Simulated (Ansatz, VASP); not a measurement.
# Cross-check of Si (V_Si-V_Si) between VASP and Ansatz, part 2 of 2

Aim: how closely do two programs agree when they are given the same cell, functional and k mesh? Of the first pair: The structure shown is the start of the Ansatz relaxation below; VASP solves that cell, so the two are compared at the walk's first step.

VASP 6.6.1 and Ansatz 0.2.0.

So far. Step 3 (VASP: single point, HSE06, start cell, pair 1): The run ends at a pressure of 0.20 GPa, with forces up to 1.3 eV/Å.

In doubt: a hybrid run on one k-point (step 5), which bears on gaps, levels and energies.

### 6. VASP: single point, HSE06, relaxed cell, pair 2

Level of this step: HSE06, spin-polarised from a ferromagnetic start; plane waves and PAW (Si) (VASP).

The same cell, functional, mesh and smearing now go to VASP, with its own data sets.

The run reads the wave functions of an earlier VASP run, which isn't shown here.

INCAR reads:

```
SYSTEM = Si
PREC = Accurate
ENCUT = 400
EDIFF = 1E-06
NELM = 100
ISMEAR = -1
SIGMA = 0.01
LREAL = Auto
ALGO = Normal
LHFCALC = .TRUE.
AEXX = 0.25
GGA = PE
HFSCREEN = 0.208
LASPH = .TRUE.
NBANDS = 167
ISPIN = 2
MAGMOM = -0 0 0 -0 -0 0.01 0.01 0 0.01 -0 -0 0.1 -0 -0 -0 0.01 -0 0.01 0 0 0 0.1 0.01 0 0 0.1 0.01 0.01 -0 0.01 0 0.01 0.01 -0 0 0 0.1 0 0.01 0 0.1 0 0.01 0.01 0.01 -0 0 0 -0 -0 -0 -0 -0 -0 -0 0.01 0.01 -0 0.1 0 0 0.01
PRECFOCK = Fast
LORBIT = 11
LWAVE = .FALSE.
LCHARG = .FALSE.
ISIF = 2
NUPDOWN = 2
```

POSCAR reads:

```
Si
1.0
   10.8655792000      0.0000000000      0.0000000000
    0.0000000000     10.8655792000      0.0000000000
    0.0000000000      0.0000000000     10.8655792000
Si
62
Direct
    0.9995052303      0.9997171198      0.9998040460
    0.0006497709      0.2504693982      0.2516268051
    0.2503001016      0.0009026999      0.2514952819
    0.2489961269      0.2492365470      0.0008666896
    0.1244548416      0.1247305115      0.1259864333
    0.1283648068      0.3754923697      0.3785078015
    0.3754184727      0.1284594830      0.3783729076
    0.3747658443      0.3749672168      0.1246218929
    0.9999052469      0.0001127247      0.5000040378
    0.9985994350      0.2492259381      0.7502608456
    0.2490269029      0.9986761509      0.7503621833
    0.2519329616      0.2519063626      0.5069090875
    0.1255328524      0.1256198498      0.6261552030
    0.1255435616      0.3733808701      0.8738207760
    0.3731250008      0.1256751610      0.8739148573
    0.9999609136      0.4995199895      0.9993827146
    0.0011982921      0.7502006615      0.2492961272
    0.2536356451      0.4993588551      0.2531461609
    0.2503367215      0.7479672298      0.9986273957
    0.1267641718      0.6243997231      0.1254724639
    0.1267053480      0.8740917548      0.3750812803
    0.3819920025      0.6230381400      0.3765954483
    0.3751680029      0.8748096550      0.1247029797
    0.9998574084      0.4999305605      0.4996075370
    0.0006458151      0.7479362955      0.7490846813
    0.2519709581      0.4925801256      0.7475088697
    0.2535674928      0.7464916772      0.5001701001
    0.1283490249      0.6210698014      0.6240259294
    0.1244914382      0.8735256267      0.8748452681
    0.3754218540      0.6210901928      0.8710262915
    0.3747548635      0.8749312944      0.6245924208
    0.4993788999      0.0001246155      0.9993865671
    0.4992382453      0.2538438417      0.2530759802
    0.7500078797      0.0013310072      0.2493574946
    0.7477944922      0.2504694352      0.9985598876
    0.6242816963      0.1269077758      0.1254652159
    0.6228397975      0.3823346698      0.3764856518
    0.8737649564      0.1269262910      0.3751973269
    0.8746362021      0.3753088504      0.1246804125
    0.4997820034      0.9999857319      0.4995792116
    0.4919713079      0.2522562776      0.7473788114
    0.7477225522      0.0009887975      0.7489693508
    0.7461365099      0.2538936291      0.5001997439
    0.6206788407      0.1286750254      0.6240287853
    0.6207633175      0.3754743296      0.8709731050
    0.8734095624      0.1247156840      0.8747499721
    0.8747403770      0.3749479673      0.6245937875
    0.4998040979      0.4999644836      0.9995629850
    0.5013408272      0.7492803490      0.2502946096
    0.7491621521      0.5015923573      0.2501856081
    0.7499901090      0.7502390059      0.9981716149
    0.6254937709      0.6257287425      0.1233355017
    0.6255128765      0.8761768468      0.3738790762
    0.8761097750      0.6256570068      0.3738237051
    0.8749971800      0.8751900761      0.1243505399
    0.4992237050      0.7463904887      0.7456333054
    0.7461620454      0.4993094695      0.7457032448
    0.7491294118      0.7492077757      0.4979441293
    0.6227731172      0.6228835058      0.6171697550
    0.6242434221      0.8740661292      0.8725439143
    0.8737811619      0.6243676688      0.8726387471
    0.8745772865      0.8747927119      0.6241948752
```

KPOINTS reads:

```
Automatic mesh
0
Gamma
1 1 1
0 0 0
```

PAW data sets: Si (PBE family, release 64).

The run is started by

```
export OMP_NUM_THREADS=3
mpirun -np 1 vasp_gam
```

Numbers of over 12 decimals in the logs are rounded to 6 here.

Log:

```text
[... set-up lines as in an earlier step ...]
 entering main loop
       N       E                     dE             d eps       ncg     rms          rms(c)
DAV:   1    -0.378395935165E+03   -0.37840E+03   -0.11872E+01   682   0.750E+00    0.191E+01
DAV:   2    -0.378489217260E+03   -0.93282E-01   -0.29841E-01   793   0.113E+00    0.124E+01
DAV:   3    -0.378476721216E+03    0.12496E-01   -0.16128E-02   777   0.220E-01    0.737E+00
DAV:   4    -0.378470996206E+03    0.57250E-02   -0.30043E-03   738   0.948E-02    0.426E+00
[...]
DAV:   9    -0.378467862343E+03    0.20322E-04   -0.11140E-05   730   0.619E-03    0.253E-01
DAV:  10    -0.378467858534E+03    0.38090E-05   -0.40543E-06   634   0.374E-03    0.144E-01
DAV:  11    -0.378467859141E+03   -0.60749E-06   -0.16804E-06   466   0.246E-03
   1 F= -.37846786E+03 E0= -.37846786E+03  d E =-.669213E-11  mag=     2.0000
```

From OUTCAR (step 6):

```text
  FREE ENERGIE OF THE ION-ELECTRON SYSTEM (eV)
  ---------------------------------------------------
  free  energy   TOTEN  =      -378.4678591413 eV

  energy  without entropy=     -378.4678591413  energy(sigma->0) =     -378.46785914

 magnetization (x)
# of ion       s       p       d       tot
------------------------------------------
    1       -0.000  -0.002   0.000  -0.002
    2        0.001   0.002   0.000   0.003
    3        0.001   0.002   0.000   0.003
    4       -0.000  -0.000   0.000  -0.000
    5       -0.000  -0.002   0.000  -0.002
    6        0.000   0.007   0.000   0.007
    7        0.000   0.007   0.000   0.007
    8       -0.000   0.000   0.000   0.000
    9        0.001   0.009   0.000   0.010
   10       -0.000  -0.000   0.000  -0.000
   11       -0.000  -0.000   0.000  -0.000
   12        0.028   0.073   0.000   0.101
   13        0.001  -0.003   0.000  -0.002
[...]
--------------------------------------------------
tot          0.192   0.560   0.000   0.752

[... 1 part as in an earlier step ...]
```

The run ends at a pressure of -0.44 GPa, with forces up to 0.032 eV/Å.

### 7. Comparison

What differs besides the data sets and the points named for the pairs above, as far as they apply: site moments are counted in spheres of each program's own size. Total energies have different zeros and are not compared.

Compared:

```
                             quantity  Ansatz  VASP  difference
total moment, fixed by the input (μB)    2.00  2.00        0.00
                  moment on Si12 (μB)    0.10  0.10        0.00
                  moment on Si26 (μB)    0.10  0.10        0.00
                  moment on Si22 (μB)    0.10  0.10        0.00
                  moment on Si37 (μB)    0.10  0.10        0.00
                  moment on Si41 (μB)    0.10  0.10        0.00
                  moment on Si59 (μB)    0.10  0.10        0.00
```

At this near-relaxed geometry the largest component of a force difference is 16 meV/Å.

### 8. Summary of results

```json
{"r.m.s. force difference (single point, HSE06, start cell, pair 1)": "1.1 % of the r.m.s. force", "difference in moment on Si26 (single point, HSE06, relaxed cell, pair 2)": "-0.0040 μB"}
```

In words: The r.m.s. force difference is 1.1 % of the r.m.s. force (single point, HSE06, start cell, pair 1), within the 3 % picked in this series as the mark of a large difference. Such differences can come from data sets, numerical settings and the points named under the comparisons, not from the functional's error against experiment.

[Lines on the potential files, build, host, timing and source positions are cut from VASP's logs without a mark.]

[Logs are printed without paths, hosts, clocks, repeated set-up lines and the standing remarks that a program may print on its own settings, such as how far it seeks lower states.]

[Hosts, paths, dates, database ids (printed as entryN), source tags and the programs' standing remarks are cut or masked in the printed files.]
